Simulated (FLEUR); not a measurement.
# Ge (Cmmm) in FLEUR: convergence with lmax

Aim: find how far lmax must go before the results for Ge settle, at PBEsol. This setting moves, with any that are tied to it; all else stays.

All numbers are computed with FLEUR MaX-R8.1 (later development tree); they aren't measurements. Logs are shortened: lines on timing, memory, paths and dates and some standing lists are left out, and cuts for length are marked.

## (1) Starting point

It takes space group Cmmm (No. 65, orthorhombic). The conventional cell has a = 2.794 Å, b = 5.201 Å, c = 2.698 Å, α = 90.00°, β = 90.00°, γ = 90.00°. Ge (site symmetry mmm) has 8 Ge at 2.70 to 2.95 Å as nearest neighbours.

This isn't the form of Ge at room conditions, which is diamond.

## (2) With lmax 4

The input, inp.xml:

```xml
<?xml version="1.0" encoding="UTF-8" standalone="no"?>
<fleurInput fleurInputVersion="0.39">
   <comment>
      Ge                                                                                                  
   </comment>
   <calculationSetup>
      <cutoffs Kmax="4.15" Gmax="12.9" GmaxXC="12.9" numbands="0"/>
      <scfLoop itmax="60" minDistance="0.00001" maxIterBroyd="15" imix="Anderson" alpha="0.05" precondParam="0.0" spinf="2.0" sdNocoIR="T"/>
      <coreElectrons ctail="T" frcor="F" kcrel="0" coretail_lmax="0"/>
      <xcFunctional name="PBEs" relativisticCorrections="F"/>
      <magnetism jspins="1"/>
      <soc l_soc="F" theta="0.0" phi="0.0" spav="F"/>
      <expertModes spex="0" secvar="F"/>
      <geometryOptimization l_f="T" forcealpha="1.0" forcemix="BFGS" epsdisp="0.0005" epsforce="0.0002"/>
      <ldaU l_linMix="F" mixParam="0.05" spinf="1.0"/>
   </calculationSetup>
   <cell>
      <bzIntegration valenceElectrons="22.0" mode="hist" fermiSmearingEnergy="0.00183747">
         <kPointListSelection listName="default-1"/>
         <!-- k-points included here -->
         <xi:include xmlns:xi="http://www.w3.org/2001/XInclude" href="kpts.xml"> </xi:include>
      </bzIntegration>
      <!-- symmetry operations included here -->
      <xi:include xmlns:xi="http://www.w3.org/2001/XInclude" href="sym.xml"> </xi:include>
      <bulkLattice scale="1.0">
         <bravaisMatrix>
            <row-1>    2.6402289652587654    -4.9142630226402932     0.0000000000000000</row-1>
            <row-2>    2.6402289652587654     4.9142630226402932     0.0000000000000000</row-2>
            <row-3>    0.0000000000000000     0.0000000000000000     5.0989176109055823</row-3>
         </bravaisMatrix>
      </bulkLattice>
   </cell>
   <atomSpecies>
      <species name="Germanium (Ge)" element="Ge" atomicNumber="32">
         <mtSphere radius="2.36" gridPoints="781" logIncrement="0.016"/>
         <atomicCutoffs lmax="4" lnonsphr="3"/>
         <electronConfig flipSpins="F">
            <coreConfig>(1s1/2) (2s1/2) (2p1/2) (2p3/2)</coreConfig>
            <valenceConfig>(3s1/2) (3p1/2) (3p3/2) (4s1/2) (3d3/2) (3d5/2) (4p1/2) (4p3/2)</valenceConfig>
            <stateOccupation state="(4p1/2)" spinUp="0.333333" spinDown="0.333333"/>
            <stateOccupation state="(4p3/2)" spinUp="0.666667" spinDown="0.666667"/>
         </electronConfig>
         <energyParameters s="4" p="4" d="3" f="4"/>
         <lo type="SCLO" l="0" n="3" eDeriv="0"/>
         <lo type="SCLO" l="1" n="3" eDeriv="0"/>
         <lo type="SCLO" l="1" n="3" eDeriv="1"/>
         <lo type="HELO" l="2" n="4" eDeriv="0"/>
         <lo type="HELO" l="2" n="4" eDeriv="1"/>
         <lo type="SCLO" l="3" n="4" eDeriv="2"/>
      </species>
   </atomSpecies>
   <atomGroups>
      <atomGroup species="Germanium (Ge)">
         <relPos label="                   1">1.000/2.000 1.000/2.000 .0000000000</relPos>
         <force calculate="T" relaxXYZ="TTT"/>
      </atomGroup>
   </atomGroups>
   <output dos="F" band="F" slice="F">
      <checks vchk="F" cdinf="F"/>
      <bandDOS minEnergy="-.5*Htr" maxEnergy="0.5*Htr" sigma="0.015" storeEVData="T"/>
      <vacuumDOS vacdos="F" integ="F" star="F" nstars="0" locx1="0.0" locy1="0.0" locx2="0.0" locy2="0.0" nstm="0" tworkf="0.0"/>
      <unfoldingBand unfoldBand="F" supercellX="1" supercellY="1" supercellZ="1"/>
      <plotting iplot="0" polar="F">
         <plot TwoD="T" vec1="  1.0  0.0  0.0" vec2="  0.0  1.0  0.0" vec3="  0.0  0.0  1.0" zero="  0.0  0.0  0.0" file="plot"/>
      </plotting>
      <chargeDensitySlicing numkpt="0" minEigenval="0.0" maxEigenval="0.0" nnne="0" pallst="F"/>
      <specialOutput eonly="F"/>
      <moessbauerParams electricFieldGradient="T" isomerShift="T" coreHyperfine="T" valenceHyperfine="T"/>
      <magneticCircularDichroism mcd="F" energyLo="-10.0" energyUp="0.0"/>
   </output>
  <!-- We include the file relax.xml here to enable relaxations (see documentation) -->
  <xi:include xmlns:xi="http://www.w3.org/2001/XInclude" href="relax.xml"> <xi:fallback/> </xi:include>
</fleurInput>
```

The input, crystal.txt:

```
Ge
&input cartesian=F /
1.3971490000  -2.6005160000  0.0000000000
1.3971490000  2.6005160000  0.0000000000
0.0000000000  0.0000000000  2.6982310000
1.8897261246
1.0 1.0 1.0

1
32 0.5000000000  0.5000000000  0.0000000000

&kpt div1=9 div2=9 div3=8 gamma=T /
```

Potentials or basis: all-electron, FLAPW.

Run with:

```
inpgen -f crystal.txt -profile fastHighL
# inp.xml edited to the form shown
fleur_MPI
```

The log of the run:

```text
Welcome to FLEUR        (www.flapw.de)
      MaX-Release 8.1          (www.max-centre.eu)

 ========== k-point set info ==========
 Selected k-point list: default-1
 k-point list type: mesh
 9 x 9 x 8
 Number of k points: 125

 ------------Calculation Setup---------------------------
 Number of MPI-tasks      :            1
 Number of PE/node        :            1
 Number of OMP-threads    :            1
 Most efficient MPI parallelization for:
           1           5          25         125
 Additional eigenvalue parallelization possible
 Number of basis functions:          216
 Approximate size of matrices (H+S) per k-point:         0.001 GB
 --------------------------------------------------------
 Iteration:     1   Distance:       4.49729359 me/bohr^3
 Iteration:     2   Distance:       4.14655844 me/bohr^3
 Iteration:     3   Distance:       1.83309759 me/bohr^3
 Iteration:     4   Distance:       0.17865571 me/bohr^3
 Iteration:     5   Distance:       0.19372955 me/bohr^3
 Iteration:     6   Distance:       0.03092219 me/bohr^3
 Iteration:     7   Distance:       0.00491078 me/bohr^3
 Iteration:     8   Distance:       0.00246604 me/bohr^3
 Iteration:     9   Distance:       0.00074299 me/bohr^3
 Iteration:    10   Distance:       0.00040009 me/bohr^3
 Iteration:    11   Distance:       0.00002435 me/bohr^3
 Iteration:    12   Distance:       0.00000311 me/bohr^3

 ********************************************************************
 Run finished successfully
 Stop message:
   Structural relaxation: Done
 ********************************************************************
```

out.xml (last iteration):

```text
<iteration numberForCurrentRun="   13" overallNumber="   13">
         <energyParameters units="Htr">
            <atomicEP atomType="1" spin="1" branch="4s" branchLowest="-5.74" branchHighest="0.71" value="-0.0589272104"/>
            <atomicEP atomType="1" spin="1" branch="4p" branchLowest="-3.80" branchHighest="1.34" value="0.1792866905"/>
            <atomicEP atomType="1" spin="1" branch="3d" branchLowest="-9.99" branchHighest="-0.62" value="-0.6308546774"/>
            <atomicEP atomType="1" spin="1" branch="4f" branchLowest="-9.99" branchHighest="3.18" value="0.5559135598"/>
            <loAtomicEP atomType="1" spin="1" branch="3s" branchLowest="-49.92" branchHighest="-5.74" value="-5.7380386401"/>
            <loAtomicEP atomType="1" spin="1" branch="3p" branchLowest="-43.57" branchHighest="-3.80" value="-3.8036690154"/>
            <loAtomicEP atomType="1" spin="1" branch="3p" branchLowest="-43.57" branchHighest="-3.80" value="-3.8036690154"/>
            <heloAtomicEP atomType="1" spin="1" branch="4d" branchLowest="1.85" branchHighest="1.85" value="1.8505659214"/>
            <heloAtomicEP atomType="1" spin="1" branch="4d" branchLowest="1.85" branchHighest="1.85" value="1.8505659214"/>
            <loAtomicEP atomType="1" spin="1" branch="4f" branchLowest="-9.99" branchHighest="3.18" value="0.5559156424"/>
         </energyParameters>
         <eigenvalues>
            <eigenvaluesAt spin="1" ikpt="1" k_x="0.00000000" k_y="0.00000000" k_z="0.00000000">
                      -5.7380462366       -3.8020173746       -3.8016105064       -3.8009873512       -0.6449888153
                      -0.6419980358       -0.6401489001       -0.6368818414       -0.6363360578       -0.2083120773
                       0.5068391146        0.5226461847        0.5781811277        0.6353108907        0.7221482318
                       0.8117365055        0.8142539657        0.8320980794
            </eigenvaluesAt>
            <eigenvaluesAt spin="1" ikpt="2" k_x="0.00000000" k_y="0.00000000" k_z="0.12500000">
                      -5.7380450936       -3.8020161531       -3.8016092419       -3.8010071422       -0.6439792587
                      -0.6419276920       -0.6401007080       -0.6372661855       -0.6366950655       -0.1970510563
                       0.3894109189        0.5336593101        0.5884992070        0.7159813217        0.7647085324
                       0.8216777690        0.8400277749        0.8432799495
            </eigenvaluesAt>
            <eigenvaluesAt spin="1" ikpt="3" k_x="0.00000000" k_y="0.00000000" k_z="0.25000000">
                      -5.7380422753       -3.8020130305       -3.8016063239       -3.8010555025       -0.6420076517
                      -0.6412338389       -0.6399847299       -0.6381609310       -0.6375577569       -0.1635479098
                       0.2429860182        0.5632387045        0.6181340501        0.7497946892        0.8213059910
                       0.8505634199        0.8753261093        0.9836322028
            </eigenvaluesAt>
            <eigenvaluesAt spin="1" ikpt="4" k_x="0.00000000" k_y="0.00000000" k_z="0.37500000">
                      -5.7380394231       -3.8020097981       -3.8016033824       -3.8011042842       -0.6417354044
                      -0.6398705393       -0.6390188591       -0.6387508225       -0.6383875477       -0.1110030990
                       0.1194288012        0.6024765901        0.6551530348        0.7971304292        0.8535573170
                       0.8958449135        0.9198818504        0.9363810961
            </eigenvaluesAt>
         </eigenvalues>
         <bandgap value="0.0285198913" units="eV"/>
         <sumValenceSingleParticleEnergies value="-40.3958259087" units="Htr"/>
         <FermiEnergy value="0.2677407383" units="Htr"/>
         <valenceDensity>
            <mtCharges spin="1">
               <mtCharge atomType="1" total="20.3205880" s="3.2596480" p="7.0257541" d="10.0245042" f="0.0096338"/>
            </mtCharges>
            <spinDependentCharge spin="1" total="22.0000000" interstitial="1.6794120" mtSpheres="20.3205880"/>
            <totalCharge value="22.0000000000"/>
         </valenceDensity>
         <coreStates atomType="     1" atomicNumber=" 32" spin="1" kinEnergy="   1816.7301704209" eigValSum="  -1165.1997321457" lostElectrons=" 0.000000">
            <state n="1" l="0" j="0.5" energy="-401.9332722449" weight="1.0000000000"/>
            <state n="2" l="0" j="0.5" energy="-49.9151973834" weight="1.0000000000"/>
            <state n="2" l="1" j="0.5" energy="-44.3637460221" weight="1.0000000000"/>
            <state n="2" l="1" j="1.5" energy="-43.1938252112" weight="2.0000000000"/>
         </coreStates>
         <allElectronCharges>
            <spinDependentCharge spin="1" total="32.0000000" interstitial="1.6794120" mtSpheres="30.3205880"/>
            <totalCharge value="32.0000000002"/>
         </allElectronCharges>
         <moessbauerParams unitsHFF="kG" unitsIS="e/bohr^3" unitsEFG="Htr/bohr^2">
            <coreIsomerShift atomType="1" isTotal="31396.16228">
               <shell n="1" l="0" isomerShift="28504.49458"/>
               <shell n="2" l="0" isomerShift="2866.48325"/>
               <shell n="2" l="1" isomerShift="25.18446"/>
            </coreIsomerShift>
            <isomerShift atomType="1" nucleusRadius="0.0000986" averageDensity="31867.86592"/>
            <electricFieldGradient atomType="1" VXX="0.04150" VYY="0.25364" VZZ="-0.29514" asymParam="0.71877">
            </electricFieldGradient>
         </moessbauerParams>
         <totalEnergy                                    value="    -2097.5529535108" units="Htr">
            <sumOfEigenvalues                            value="    -1205.5955580544">
               <coreElectrons value="-1165.1997321457"/>
               <valenceElectrons value="-40.3958259087"/>
            </sumOfEigenvalues>
            <densityCoulombPotentialIntegral value="-3244.2039115649"/>
            <densityEffectivePotentialIntegral value="-3346.7542706248"/>
            <chargeDenXCDenIntegral value="-78.1813217050"/>
            <FockExchangeEnergyValence value="0.0000000000"/>
            <FockExchangeEnergyCore value="0.0000000000"/>
            <atomTypeDependentContributions atomType="1">
               <electronNucleiInteractionDifferentMTs value="2523.5940609088"/>
               <MadelungTerm value="-14.8343276850"/>
            </atomTypeDependentContributions>
            <tkbTimesEntropy value="0.0002043328"/>
            <freeEnergy value="-2097.5531578435"/>
            <extrapolationTo0K value="-2097.5530556772"/>
         </totalEnergy>
         <totalForcesOnRepresentativeAtoms units="Htr/bohr">
            <forceTotal atomType="1" x="2.640229" y="0.000000" z="0.000000" F_x="0.00000000" F_y="0.00000000" F_z="0.00000000"/>
         </totalForcesOnRepresentativeAtoms>
      </iteration>
```

Run time: 27 s. Hardware: 1 thread of Arm Neoverse V1, shared host; peak memory 0.05 GiB.

Results:

```yaml
Free_energy: -57077.3291 eV
Band_gap_on_the_k_mesh: none (metal or under the smearing width)
Valence_electrons_inside_the_program's_atomic_spheres: Ge 20.32 (radii Ge 2.36 bohr)
```

## (3) With lmax 5

Edit inp.xml of step 2 so:

```diff
@@ -35,3 +35,3 @@
          <mtSphere radius="2.36" gridPoints="781" logIncrement="0.016"/>
-         <atomicCutoffs lmax="4" lnonsphr="3"/>
+         <atomicCutoffs lmax="5" lnonsphr="3"/>
          <electronConfig flipSpins="F">
```

crystal.txt is that of step 2.

Potentials or basis: all-electron, FLAPW.

Run with:

```
inpgen -f crystal.txt -profile fastHighL
# inp.xml edited to the form shown
fleur_MPI
```

Wall time 27 s (1 thread of Arm Neoverse V1, shared host); peak memory 0.05 GiB.

What came out:

| Quantity | Value |
| --- | --- |
| Free energy | -57077.2943 eV |
| Band gap on the k mesh | none (metal or under the smearing width) |
| Valence electrons inside the program's atomic spheres | Ge 20.32 (radii Ge 2.36 bohr) |

## (4) With lmax 6

Edit inp.xml of step 3 so:

```diff
@@ -35,3 +35,3 @@
          <mtSphere radius="2.36" gridPoints="781" logIncrement="0.016"/>
-         <atomicCutoffs lmax="5" lnonsphr="3"/>
+         <atomicCutoffs lmax="6" lnonsphr="4"/>
          <electronConfig flipSpins="F">
```

crystal.txt is that of step 3.

Run with:

```
inpgen -f crystal.txt -profile fastHighL
# inp.xml edited to the form shown
fleur_MPI
```

Wall time 31 s (1 thread of Arm Neoverse V1, shared host); peak memory 0.05 GiB.

Results:

- Free energy: -57077.2962 eV
- Band gap on the k mesh: none (metal or under the smearing width)
- Valence electrons inside the program's atomic spheres: Ge 20.32 (radii Ge 2.36 bohr)

## (5) With lmax 7

Edit inp.xml of step 4 so:

```diff
@@ -35,3 +35,3 @@
          <mtSphere radius="2.36" gridPoints="781" logIncrement="0.016"/>
-         <atomicCutoffs lmax="6" lnonsphr="4"/>
+         <atomicCutoffs lmax="7" lnonsphr="5"/>
          <electronConfig flipSpins="F">
```

crystal.txt is that of step 4.

Run with:

```
inpgen -f crystal.txt -profile fastHighL
# inp.xml edited to the form shown
fleur_MPI
```

It took 34 s on 1 thread of Arm Neoverse V1, shared host; peak memory 0.05 GiB.

Results:

- Free energy: -57077.3002 eV
- Band gap on the k mesh: none (metal or under the smearing width)
- Valence electrons inside the program's atomic spheres: Ge 20.32 (radii Ge 2.36 bohr)

## (6) With lmax 8

Edit inp.xml of step 5 so:

```diff
@@ -35,3 +35,3 @@
          <mtSphere radius="2.36" gridPoints="781" logIncrement="0.016"/>
-         <atomicCutoffs lmax="7" lnonsphr="5"/>
+         <atomicCutoffs lmax="8" lnonsphr="6"/>
          <electronConfig flipSpins="F">
```

crystal.txt is that of step 5.

Potentials or basis: all-electron, FLAPW.

Run with:

```
inpgen -f crystal.txt -profile fastHighL
# inp.xml edited to the form shown
fleur_MPI
```

It took 39 s on 1 thread of Arm Neoverse V1, shared host; peak memory 0.06 GiB.

Results:

```yaml
Free_energy: -57077.3007 eV
Band_gap_on_the_k_mesh: none (metal or under the smearing width)
Valence_electrons_inside_the_program's_atomic_spheres: Ge 20.32 (radii Ge 2.36 bohr)
```

## (7) With lmax 10

Edit inp.xml of step 6 so:

```diff
@@ -35,3 +35,3 @@
          <mtSphere radius="2.36" gridPoints="781" logIncrement="0.016"/>
-         <atomicCutoffs lmax="8" lnonsphr="6"/>
+         <atomicCutoffs lmax="10" lnonsphr="8"/>
          <electronConfig flipSpins="F">
```

crystal.txt is that of step 6.

Run with:

```
inpgen -f crystal.txt -profile fastHighL
# inp.xml edited to the form shown
fleur_MPI
```

It took 54 s on 1 thread of Arm Neoverse V1, shared host; peak memory 0.07 GiB.

What came out:

- Free energy: -57077.3009 eV
- Band gap on the k mesh: none (metal or under the smearing width)
- Valence electrons inside the program's atomic spheres: Ge 20.32 (radii Ge 2.36 bohr)

## (8) With lmax 12

Edit inp.xml of step 7 so:

```diff
@@ -35,3 +35,3 @@
          <mtSphere radius="2.36" gridPoints="781" logIncrement="0.016"/>
-         <atomicCutoffs lmax="10" lnonsphr="8"/>
+         <atomicCutoffs lmax="12" lnonsphr="8"/>
          <electronConfig flipSpins="F">
```

crystal.txt is that of step 7.

Run with:

```
inpgen -f crystal.txt -profile fastHighL
# inp.xml edited to the form shown
fleur_MPI
```

Run time: 75 s. Hardware: 1 thread of Arm Neoverse V1, shared host; peak memory 0.08 GiB.

What came out:

```
Free energy                                           : -57077.3009 eV
Band gap on the k mesh                                : none (metal or under the smearing width)
Valence electrons inside the program's atomic spheres : Ge 20.32 (radii Ge 2.36 bohr)
```

## (9) Result

| lmax | energy less the tightest run, at zero smearing (meV/atom) | SCF cycles | CPU time (s) | peak memory (GiB) |
| --- | --- | --- | --- | --- |
| 4 | -28.22 | 13 | 27 | 0.05 |
| 5 | 6.57 | 13 | 27 | 0.05 |
| 6 | 4.76 | 13 | 30 | 0.05 |
| 7 | 0.74 | 13 | 34 | 0.05 |
| 8 | 0.18 | 13 | 39 | 0.06 |
| 10 | -0.01 | 13 | 54 | 0.07 |
| 12 | 0.00 | 13 | 75 | 0.08 |

Against the tightest run, the energy stays within 1 meV/atom from 7 on. The tightest run that finished is the yardstick and may itself not be fully converged.
